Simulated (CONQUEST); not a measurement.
# C (Fd-3m) in CONQUEST: a series of runs

The runs below take C through single point, with PBE.

Program: CONQUEST 1.3. These are calculated values, not measurements. Logs are shortened: lines on timing, memory, paths and dates and some standing lists are left out, and cuts for length are marked.

**Experimental background.**

From “Fermi level pinning by defects can explain the large reported carbon 1s binding energy variations in diamond”, 2019, arxiv:1902.02958, for a bulk crystal of C: band gap 5.5 eV.

The runs below are set against these values where they give the same quantity.

**1. Starting point**

Symmetry: Fd-3m, No. 227, cubic system. Conventional cell: a = 3.567 Å, b = 3.567 Å, c = 3.567 Å, α = 90.00°, β = 90.00°, γ = 90.00°. C (site symmetry -43m) is surrounded by 4 C at 1.54 Å.

This isn't the form of C at room conditions, which is graphite.

**2. Single point, PBE**

Conquest_input reads:

```
IO.Title C
IO.Coordinates coords.dat
IO.FractionalAtomicCoords T
IO.Iprint 2
IO.Iprint_init 1
General.NumberOfSpecies 1
General.PseudopotentialType hamann
AtomMove.TypeOfRun static
AtomMove.FullStress T
Grid.GridCutoff 120
DM.SolutionMethod diagon
Diag.MPMesh T
Diag.GammaCentred T
Diag.MPMeshX 13
Diag.MPMeshY 13
Diag.MPMeshZ 9
Diag.kT 0.00183747
minE.SCTolerance 1e-6
SC.MaxIters 100
IO.AtomChargeOutput T
%block ChemicalSpeciesLabel
1 12.010 C
%endblock
```

coords.dat reads:

```
    4.7660140857     0.0000000000     0.0000000000
    0.0000000000     4.7660140857     0.0000000000
    0.0000000000     0.0000000000     6.7401617577
4
  0.0000000000   0.5000000000   0.2500000000 1 T T T
  0.5000000000   0.0000000000   0.7500000000 1 T T T
  0.0000000000   0.0000000000   0.5000000000 1 T T T
  0.5000000000   0.5000000000   0.0000000000 1 T T T
```

Potentials or basis: PseudoDojo NC PBE, SZP, grid cutoff 120 Ha.

Started as:

```console
Conquest
```

The log of the run:

```text
Simulation cell dimensions:     4.7660 a0 x     4.7660 a0 x     6.7402 a0

      Atomic coordinates (a0)
         Atom         X         Y         Z  Species
            1    0.0000    2.3830    1.6850        1
            2    2.3830    0.0000    5.0551        1
            3    0.0000    0.0000    3.3701        1
            4    2.3830    2.3830    0.0000        1

         Monkhorst-Pack mesh:  13 x  13 x   9 gamma-centred
        This calculation includes non-local pseudopotentials,
         with a maximum core radius of      6.24713685

    Job title: C
    Job to be run: static calculation

[... 5 lines left out ...]
      Using Fermi-Dirac smearing

    Integration grid size:     24 x   24 x   36

    Integration grid spacing:  0.199 a0 x 0.199 a0 x 0.187 a0

    Number of species:  1
    --------------------------------------------------------
    |   #  mass (au)  Charge (e)  SF Rad (a0)  NSF  Label  |
    --------------------------------------------------------
    |   1     12.010       4.000        6.553    9  C      |
    --------------------------------------------------------
          SCF tolerance:                 0.00000100
          SCF iterations:               100

    The functional used will be GGA PBE96

           radial cut-off to be used is taken to be max PAO cut-off radius for this species:    6.247137

           greatest ang. mom. for making density from PAOs:  2
    Minimum blocs/proc is      324. Maximum blocs/proc is      324
    set_atom_dens: In set_atomic_density, electrons :      16.000000000000
 matrix_size & matrix_size_padH =           36          36

    Screened ion int: energy:     -14.956057250964 Ha

    new_SC_potl: Starting.  Tolerance:  0.10000E-05

    PulayMixSC: Starting Pulay mixing, A_up =  0.500 A_dn =  0.500
    PulayMixSC: Spin non-polarised calculation.
          Harris-Foulkes Energy            :       -23.989794316173857 Ha
          (TS=0 as O(N) or entropic contribution is negligible)
          DFT Total Energy                 :       -23.976912880685582 Ha
          Total number of electrons        :        16.000000000000192
    PulayMixSC: Pulay iteration     1 residual:              0.73863E-02
          Harris-Foulkes Energy            :       -23.980385029163408 Ha
          (TS=0 as O(N) or entropic contribution is negligible)
          DFT Total Energy                 :       -23.978134968772984 Ha
          Total number of electrons        :        15.999997104090511
    PulayMixSC: Pulay iteration     2 residual:              0.34693E-02
          Harris-Foulkes Energy            :       -23.978405386884255 Ha
          (TS=0 as O(N) or entropic contribution is negligible)
          DFT Total Energy                 :       -23.978400134038090 Ha
          Total number of electrons        :        15.999994776631437
    PulayMixSC: Pulay iteration     3 residual:              0.16888E-03
          Harris-Foulkes Energy            :       -23.978400897340865 Ha
          (TS=0 as O(N) or entropic contribution is negligible)
          DFT Total Energy                 :       -23.978400816922203 Ha
          Total number of electrons        :        15.999994915408477
    PulayMixSC: Pulay iteration     4 residual:              0.12310E-04
          Harris-Foulkes Energy            :       -23.978400825350118 Ha
          (TS=0 as O(N) or entropic contribution is negligible)
          DFT Total Energy                 :       -23.978400825354491 Ha
          Total number of electrons        :        15.999994932843848
    PulayMixSC: Pulay iteration     5 residual:              0.26606E-06
    PulayMixSC: Reached SCF tolerance of  0.26606E-06 after      5 iterations
      | Number of electrons      =        15.999995
      |* band energy as 2Tr[K.H] =        -9.492128738374658 Ha
      |  screened ion-ion energy =       -14.956057250963903 Ha
      |  Ha correction           =        -0.367104515681295 Ha
      |  XC correction           =         0.836890314564551 Ha
      |* Harris-Foulkes energy   =       -23.978400825350118 Ha
      |* DFT total energy        =       -23.978400825354491 Ha
      |  estimated accuracy      =         0.000000000004373 Ha

    force: Forces on atoms (Ha/a0)
    force:  Atom   X              Y              Z
    force:     1  -0.0000000000  -0.0000000000   0.0000000000
    force:     2   0.0000000000  -0.0000000000   0.0000000000
    force:     3   0.0000000000   0.0000000000   0.0000000000
    force:     4   0.0000000000  -0.0000000000  -0.0000000000

    force: Maximum force :        0.00000000(Ha/a0) on atom         2 in z direction
    force: Force Residual:        0.00000000 Ha/a0
    force: Total stress:        -18.41864446     0.00000000     0.00000000 GPa
                             0.00000000   -18.41864446    -0.00000000
                             0.00000000    -0.00000000   -18.70986216
    force: Average pressure:     18.51571703 GPa

    force: Finished force
    get_E_and_F: Change in energy during last step of electronic optimisation:  0.71991E-07

    BIBLIOGRAPHY: Please consider citing the following references in the conquest.bib file

    CONQUEST:         Bowler2002pt, Miyazaki2004, Nakata2020
    Basis:            Bowler2019
    DM:               Bowler:2006xr
    Pseudopotentials: Hamann2013, Bowler2019
    XC functional:    Perdew1996
```

It took 2.2 min on 1 thread of Intel Xeon Platinum 8259CL at 2.50GHz (Skylake/Cascade Lake), shared host; peak memory 0.28 GiB.

What came out:

```
Free energy            : -652.4855 eV
Pressure               : 18.5 GPa
Band gap on the k mesh : 4.55 eV
```

Caveat: the atomic basis is small; so large a pressure means that the cell lies far from this level's equilibrium, or that cutoff or potentials fall short; an odd mesh through Γ misses points on the zone boundary, where band edges often lie; the basis of atomic orbitals isn't converged, which shifts pressures, moduli and gaps; the real-space grid breaks the cell's symmetry a little.

**3. Single point, PBE**

Conquest_input, as its differences from that of step 2:

```diff
@@ -13,5 +13,5 @@
 Diag.GammaCentred T
-Diag.MPMeshX 13
-Diag.MPMeshY 13
-Diag.MPMeshZ 9
+Diag.MPMeshX 8
+Diag.MPMeshY 8
+Diag.MPMeshZ 6
 Diag.kT 0.00183747
```

coords.dat is that of step 2.

Potentials or basis: PseudoDojo NC PBE, DZP, grid cutoff 120 Ha.

Started as:

```console
Conquest
```

It took 52 s on 1 thread of AMD EPYC 9R45 (Zen 5), shared host; peak memory 0.4 GiB.

Results (log left out):

| Item | Value |
| --- | --- |
| Free energy | -654.6099 eV |
| Pressure | 7.7 GPa |
| Band gap on the k mesh | 4.28 eV |

Levels at points of the mesh, in eV from the valence-band top:
```tsv
k point	band 5	band 6	band 7	band 8	band 9	band 10	band 11	band 12
(0.00, 0.00, 0.00)	-6.32	0.00	0.00	0.00	4.92	4.92	5.75	5.75
(0.00, 0.00, 0.50)	-4.15	-4.15	-4.15	-4.15	4.61	4.61	11.04	11.04
(0.00, 0.50, 0.00)	-7.62	-7.62	-3.03	-3.03	8.20	8.20	10.25	10.25
(0.00, 0.50, 0.50)	-2.82	-2.82	-2.82	-2.82	8.65	8.65	8.65	8.65
(0.50, 0.00, 0.00)	-7.62	-7.62	-3.03	-3.03	8.20	8.20	10.25	10.25
(0.50, 0.00, 0.50)	-2.82	-2.82	-2.82	-2.82	8.65	8.65	8.65	8.65
(0.50, 0.50, 0.00)	-6.33	-6.33	-6.33	-6.33	4.92	4.92	4.92	4.92
(0.50, 0.50, 0.50)	-8.35	-8.35	-8.35	-8.35	10.98	10.98	10.98	10.98
```

Caveat: the box holds several primitive cells, so bands are folded and the points are those of the box's own zone; the basis of atomic orbitals isn't converged, which shifts pressures, moduli and gaps; the real-space grid breaks the cell's symmetry a little.

**4. Single point, PBE**

Conquest_input is that of step 3.

coords.dat is that of step 3.

Potentials or basis: PseudoDojo NC PBE, DZ, grid cutoff 120 Ha.

Started as:

```console
Conquest
```

Wall time 22 s (1 thread of AMD EPYC 9R45 (Zen 5), shared host); peak memory 0.25 GiB.

The run converged. Its results:

```
Free energy            : -653.7048 eV
Pressure               : 13.5 GPa
Band gap on the k mesh : 5.23 eV
```

Caveat: the atomic basis is small; the basis of atomic orbitals isn't converged, which shifts pressures, moduli and gaps; the real-space grid breaks the cell's symmetry a little.

**5. Summary**

```csv
potentials or basis,k mesh,gap on the mesh (eV),pressure (GPa)
"PseudoDojo NC PBE, SZP, grid cutoff 120 Ha",13 × 13 × 9,4.55,18.5
"PseudoDojo NC PBE, DZP, grid cutoff 120 Ha",8 × 8 × 6,4.28,7.7
"PseudoDojo NC PBE, DZ, grid cutoff 120 Ha",8 × 8 × 6,5.23,13.5
```

Alike in all rows: task single point; level PBE; no spin polarisation; cell as given; smearing fermi-dirac 0.05 eV.

Caveats: the basis of atomic orbitals isn't converged, which shifts pressures, moduli and gaps; the real-space grid breaks the cell's symmetry a little; the atomic basis is small (some runs); so large a pressure means that the cell lies far from this level's equilibrium, or that cutoff or potentials fall short (some runs); an odd mesh through Γ misses points on the zone boundary, where band edges often lie (some runs); the box holds several primitive cells, so bands are folded and the points are those of the box's own zone (some runs).

Total energies depend on the potentials used, so only differences within one code and one set of settings carry meaning.

**6. How close it comes**

Step 2. The gap isn't set beside the measured one, since this odd mesh misses points on the zone boundary.

Step 3. A measured gap of C is 5.5 eV (quoted in “Fermi level pinning by defects can explain the large reported carbon 1s binding energy variations in diamond”, 2019, arxiv:1902.02958); the calculated 4.28 eV misses it by -1.22 eV. 2 values of this kind are on record in papers (5.47 to 5.5 eV); this one was drawn at random among those near their median. The value is that of PBE in an atomic basis (PseudoDojo NC PBE, DZP, grid cutoff 120 Ha), whose error adds to the functional's, on a finite k mesh, which can miss the band edges, without temperature or zero-point motion. Semilocal functionals fall short of measured gaps as a rule.
